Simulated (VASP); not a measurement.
# TePb (I4mm) in VASP: notebook, part 2 of 2

VASP 6.6.1.

### Step 3. Single point, PBEsol (atom 2 (Pb) moved by (-0.600, +0.000) A along x and z)

INCAR

```
SYSTEM = TePb
  ALGO = Normal
  EDIFF = 1E-6
  ENCUT = 520
  GGA = PS
  ISIF = 2
  ISMEAR = 0
  LASPH = .True.
  LCHARG = .False.
  LREAL = .False.
  LWAVE = .False.
  NBANDS = 17
  NELM = 80
  PREC = Accurate
  SIGMA = 0.05
```

KPOINTS

```
k-points
0
Gamma
  8 8 8
  0 0 0
```

POSCAR

```
TePb
1.0
    0.0000000000      3.2270000000      3.2270000000
    3.2270000000      0.0000000000      3.2270000000
    3.2270000000      3.2270000000      0.0000000000
Te Pb
1 1
Direct
    0.5000000000      0.5000000000      0.5000000000
    0.0929656027     -0.0929656027     -0.0929656027
```

Potentials or basis: VASP PAW PBE potentials, release 64 (Te, Pb_d).

The run is started by

```console
> cat potpaw_PBE.64/Te/POTCAR potpaw_PBE.64/Pb_d/POTCAR > POTCAR
> mpirun -np 1 vasp_std > vasp.out
```

OUTCAR:

```text
SYSTEM = TePb
   EDIFF = 1E-6
   ENCUT = 520
   GGA = PS
   ISIF = 2
   ISMEAR = 0
   LASPH = .True.
   LREAL = .False.
   NELM = 80
   PREC = Accurate

 ion  position               nearest neighbor table
   1  0.500  0.500  0.500-   2 2.63   2 3.28   2 3.28   2 3.28   2 3.28   2 3.83
   2  0.093  0.907  0.907-   1 2.63   1 3.28   1 3.28   1 3.28   1 3.28   1 3.83

  LATTYP: Found a face centered cubic cell.
 ALAT       =     6.4540000000

  Lattice vectors:

 A1 = (   0.0000000000,   3.2270000000,   3.2270000000)
 A2 = (   3.2270000000,   0.0000000000,   3.2270000000)
 A3 = (   3.2270000000,   3.2270000000,   0.0000000000)

Analysis of symmetry for initial positions (statically):
=====================================================================
 Subroutine PRICEL returns:
 Original cell was already a primitive cell.

 Routine SETGRP: Setting up the symmetry group for a
 face centered cubic supercell.

 Subroutine GETGRP returns: Found  8 space group operations
 (whereof  8 operations were pure point group operations)
 out of a pool of 48 trial point group operations.

The static configuration has the point symmetry C_4v.

Analysis of symmetry for dynamics (positions and initial velocities):
=====================================================================
 Subroutine PRICEL returns:
 Original cell was already a primitive cell.

 Routine SETGRP: Setting up the symmetry group for a
 face centered cubic supercell.

 Subroutine GETGRP returns: Found  8 space group operations
 (whereof  8 operations were pure point group operations)
 out of a pool of 48 trial point group operations.

The dynamic configuration has the point symmetry C_4v.

 Subroutine INISYM returns: Found  8 space group operations
 (whereof  8 operations are pure point group operations),
 and found     1 'primitive' translations

----------------------------------------------------------------------------------------

[... 111 lines left out ...]
     AMIX     =   0.40;   BMIX     =  1.00
     AMIX_MAG =   1.60;   BMIX_MAG =  1.00
  volume/ion in A,a.u.               =      33.60       226.77
  Fermi-wavevector in a.u.,A,eV,Ry     =   1.092972  2.065418 16.253366  1.194589
  Thomas-Fermi vector in A             =   2.229249
   LORBIT       =      0    0 simple, 1 ext, 2 COOP (PROOUT), +10 PAW based schemes
   GGA     = PS    functional components
   LHFCALC =     F    Hartree Fock is set to
   AEXX    =    0.0000 exact exchange contribution
   IVDW    =     0    specifies the selected vdW correction
   LEPSILON=     F    determine dielectric tensor
   LRPA    =     F    only Hartree local field effects (RPA)
 non-spin polarized calculation
 Gauss-broadening in eV      SIGMA  =   0.05
  energy-cutoff  :      520.00
  volume of cell :       67.21
 maximum number of plane-waves:      1837
 NGX is ok and might be reduce to    36
   NGX = 17   NGY = 17   NGZ = 17

 number of electron      19.9999999 magnetization

 Free energy of the ion-electron system (eV)
  ---------------------------------------------------
  ext. energy  EPLUGINS =         0.00000000
  ---------------------------------------------------
  free energy    TOTEN  =        -7.76935773 eV

  energy without entropy =       -7.76935773  energy(sigma->0) =       -7.76935773

 E-fermi :   5.6824     XC(G=0):  -9.4264

 val. band max:        5.4522152296   @ k =   0.0000  -0.2500   0.1250
 cond. band min:       6.8209897176   @ k =   0.5000   0.0000   0.0000
 fundamental gap:      1.3687744880
 Fermi energy:         5.6824050388

 k-point     1 :       0.0000    0.0000    0.0000
  band No.  band energies     occupation
      1     -11.1824      2.00000
      2     -11.0634      2.00000
      3     -11.0575      2.00000
      4     -11.0556      2.00000
      5     -11.0556      2.00000
      6      -6.9294      2.00000
[... 457 lines left out ...]
      4     -11.0396      2.00000
      5     -11.0312      2.00000
      6      -5.5558      2.00000
[... 9 lines left out ...]
     16      15.1098      0.00000
     17      15.7303      0.00000

 [... further k-points ...]

------------------------ aborting loop because EDIFF is reached ----------------------------------------

  FORCE on cell =-STRESS in cart. coord.  units (eV):
  Direction    XX          YY          ZZ          XY          YZ          ZX
  --------------------------------------------------------------------------------------
  -------------------------------------------------------------------------------------
  Total        6.9157420     -0.1407676     -0.1407676     -0.0000000     -0.0000000      0.0000000
  in kB      164.8627247     -3.3557251     -3.3557251     -0.0000000     -0.0000000      0.0000000
  external PRESSURE =      52.7170915 kB  Pullay stress =       0.0000000 kB

 VOLUME and BASIS-vectors are now :
 -----------------------------------------------------------------------------
  energy-cutoff  :      520.00
  volume of cell :       67.21
      direct lattice vectors                 reciprocal lattice vectors
     0.000000000  3.227000000  3.227000000    -0.154942671  0.154942671  0.154942671
     3.227000000  0.000000000  3.227000000     0.154942671 -0.154942671  0.154942671
     3.227000000  3.227000000  0.000000000     0.154942671  0.154942671 -0.154942671

 POSITION                                       TOTAL-FORCE (eV/Angst)
 -----------------------------------------------------------------------------------
      3.22700      3.22700      3.22700        -2.832495      0.000000      0.000000
      5.85400      3.22700      3.22700         2.832495      0.000000      0.000000
 -----------------------------------------------------------------------------------
    total drift:                                0.000187      0.000001      0.000001

  FREE ENERGIE OF THE ION-ELECTRON SYSTEM (eV)
  ---------------------------------------------------
  free  energy   TOTEN  =        -7.7693577270 eV

  energy  without entropy=       -7.7693577270  energy(sigma->0) =       -7.76935773
```

Run time: 62 s. Hardware: 1 thread of AMD EPYC 7R13 (Zen 3), shared host; peak memory 0.2 GiB.

Results:

```yaml
Free_energy: -7.7694 eV
Pressure: 5.3 GPa
Largest_force: 2.832 eV/Å
Band_gap_on_the_k_mesh: 1.37 eV, indirect (least direct gap 1.50 eV)
```

Forces in eV/Å, atoms in the order of the input:
```
Te  -2.832  0.000  0.000
Pb   2.832  0.000  0.000
```

Stress tensor (GPa, compression positive):
```
16.49  0.00  0.00
 0.00 -0.34  0.00
 0.00  0.00 -0.34
```

Levels at points of the mesh, in eV from the valence-band top:
```tsv
k point	band 7	band 8	band 9	band 10	band 11	band 12	band 13	band 14
(0.00, 0.00, 0.00)	-5.29	-1.79	-1.05	-1.05	2.86	2.86	4.81	5.83
(0.50, 0.00, 0.00)	-8.25	-1.75	-1.10	-0.47	1.37	1.57	2.70	7.60
(0.50, 0.50, 0.00)	-7.08	-4.53	-2.66	-2.46	1.88	6.48	6.63	6.66
(0.00, 0.50, 0.50)	-8.37	-3.39	-2.86	-2.86	3.26	5.68	5.68	7.45
```

Caveat: the PAW data sets were made with another functional, which shifts forces and pressure a little; spin-orbit coupling is left out, which as a rule narrows the gap of such compounds by several tenths of an eV. A k mesh can miss the band edges.

### Step 4. Single point, PBEsol (atom 2 (Pb) moved by (-0.600, -0.300) A along x and z)

INCAR

```
SYSTEM = TePb
PREC     = Accurate       ! precision mode
ENCUT    = 520            ! plane-wave cutoff, eV
EDIFF    = 1E-6           ! SCF threshold, eV
ISMEAR   = 0              ! smearing method
SIGMA    = 0.05           ! smearing width, eV
LREAL    = .False.        ! projectors in reciprocal space
LASPH    = .True.         ! aspherical terms in the spheres
NELM     = 60             ! most SCF steps
ALGO     = Fast           ! electronic algorithm
ISIF     = 2              ! what is computed and relaxed
LWAVE    = .False.        ! write WAVECAR
LCHARG   = .False.        ! write CHGCAR
GGA      = PS             ! functional
NBANDS   = 17             ! bands
```

KPOINTS

```
Automatic mesh
0
Gamma
  8 8 8
  0 0 0
```

Changes to POSCAR since step 3:

```diff
@@ -9,2 +9,2 @@
     0.5000000000      0.5000000000      0.5000000000
-    0.0929656027     -0.0929656027     -0.0929656027
+    0.0464828014     -0.1394484041     -0.0464828014
```

The run is started by

```console
> cat potpaw_PBE.64/Te/POTCAR potpaw_PBE.64/Pb_d/POTCAR > POTCAR
> mpirun -np 1 vasp_std > vasp.out
```

It took 2.9 min on 1 thread of AMD EPYC 7R13 (Zen 3), shared host; peak memory 0.29 GiB.

The run converged. Its results:

* Free energy: -7.6998 eV
* Pressure: 6.0 GPa
* Largest force: 2.775 eV/Å
* Band gap on the k mesh: 0.93 eV, indirect (least direct gap 1.10 eV)

Forces on the atoms (eV/Å):
```
Te  -2.718  0.000 -0.558
Pb   2.718  0.000  0.558
```

Stress tensor (GPa, compression positive):
```
15.58  0.00 -1.62
 0.00 -0.57  0.00
-1.62  0.00  2.86
```

Levels at points of the mesh, in eV from the valence-band top:
```
           k point  band 7  band 8  band 9  band 10  band 11  band 12  band 13  band 14
(0.00, 0.00, 0.00)   -5.30   -2.03   -1.08    -1.03     2.66     2.71     4.67     5.72
(0.50, 0.00, 0.00)   -8.76   -1.76   -1.49    -0.17     0.93     2.20     2.89     7.65
(0.00, 0.50, 0.00)   -7.91   -2.06   -1.22    -0.76     1.22     1.74     2.55     7.26
(0.50, 0.50, 0.00)   -7.59   -4.25   -2.72    -2.54     1.82     6.28     6.61     6.75
(0.00, 0.50, 0.50)   -8.48   -3.48   -2.87    -2.84     2.76     5.73     5.97     7.34
(0.50, 0.00, 0.50)   -7.08   -4.60   -3.18    -2.06     1.64     6.23     6.52     7.06
```

Caveat: the PAW data sets were made with another functional, which shifts forces and pressure a little; spin-orbit coupling is left out, which as a rule narrows the gap of such compounds by several tenths of an eV.

### Step 5. Single point, PBEsol (atom 2 (Pb) moved by (-0.300, -0.300) A along x and z)

INCAR

```
PREC = Accurate
ENCUT = 520
EDIFF = 1E-6
ISMEAR = 0
SIGMA = 0.05
LREAL = F
LASPH = T
NELM = 80
ALGO = Normal
ISIF = 2
LWAVE = F
LCHARG = F
GGA = PS
NBANDS = 17
```

KPOINTS

```
Automatic mesh
0
Gamma
  8 8 8
```

Changes to POSCAR since step 4:

```diff
@@ -9,2 +9,2 @@
     0.5000000000      0.5000000000      0.5000000000
-    0.0464828014     -0.1394484041     -0.0464828014
+    0.0000000000     -0.0929656027      0.0000000000
```

The run is started by

```console
> cat potpaw_PBE.64/Te/POTCAR potpaw_PBE.64/Pb_d/POTCAR > POTCAR
> mpirun -np 1 vasp_std > vasp.out
```

Wall time 97 s (1 thread of AMD EPYC 7R13 (Zen 3), shared host); peak memory 0.24 GiB.

Results (log left out):

```
Free energy            : -8.1403 eV
Pressure               : 2.0 GPa
Largest force          : 0.841 eV/Å
Band gap on the k mesh : 0.74 eV, direct
```

Forces on the atoms (eV/Å):
```
Te  -0.594  0.000 -0.594
Pb   0.594  0.000  0.594
```

Stress tensor (GPa, compression positive):
```
 3.14  0.00  0.02
 0.00 -0.43  0.00
 0.02  0.00  3.14
```

Levels at points of the mesh, in eV from the valence-band top:
```csv
k point,band 7,band 8,band 9,band 10,band 11,band 12,band 13,band 14
"(0.00, 0.00, 0.00)",-5.47,-1.66,-1.23,-1.22,3.34,3.41,4.24,5.73
"(0.50, 0.00, 0.00)",-8.73,-1.33,-1.28,0.00,0.74,1.87,1.92,8.08
"(0.00, 0.50, 0.00)",-8.24,-1.48,-1.02,-0.48,1.13,1.38,1.81,7.69
"(0.50, 0.50, 0.00)",-7.67,-4.21,-2.83,-2.77,2.75,5.72,5.90,6.86
"(0.50, 0.00, 0.50)",-7.21,-4.57,-3.04,-2.45,2.42,5.73,6.33,6.63
```

Caveat: the PAW data sets were made with another functional, which shifts forces and pressure a little; spin-orbit coupling is left out, which as a rule narrows the gap of such compounds by several tenths of an eV.

### Step 6. Summary

| cell | gap on the mesh (eV) | pressure (GPa) | largest force (eV/Å) |
| --- | --- | --- | --- |
| atom 2 (Pb) moved by (-0.300, +0.000) A along x and z | 1.02 | 0.9 | 0.52 |
| atom 2 (Pb) moved by (-0.600, +0.000) A along x and z | 1.37 | 5.3 | 2.83 |
| atom 2 (Pb) moved by (-0.600, -0.300) A along x and z | 0.93 | 6.0 | 2.77 |
| atom 2 (Pb) moved by (-0.300, -0.300) A along x and z | 0.74 | 2.0 | 0.84 |

Alike in all rows: task single point; level PBEsol; potentials or basis VASP PAW PBE potentials, release 64 (Te, Pb_d); no spin polarisation; k mesh 8 × 8 × 8; cutoff (eV) 520; smearing gaussian 0.05 eV.

Caveats: the PAW data sets were made with another functional, which shifts forces and pressure a little; spin-orbit coupling is left out, which as a rule narrows the gap of such compounds by several tenths of an eV.

Total energies depend on the potentials used, so only differences within one code and one set of settings carry meaning.
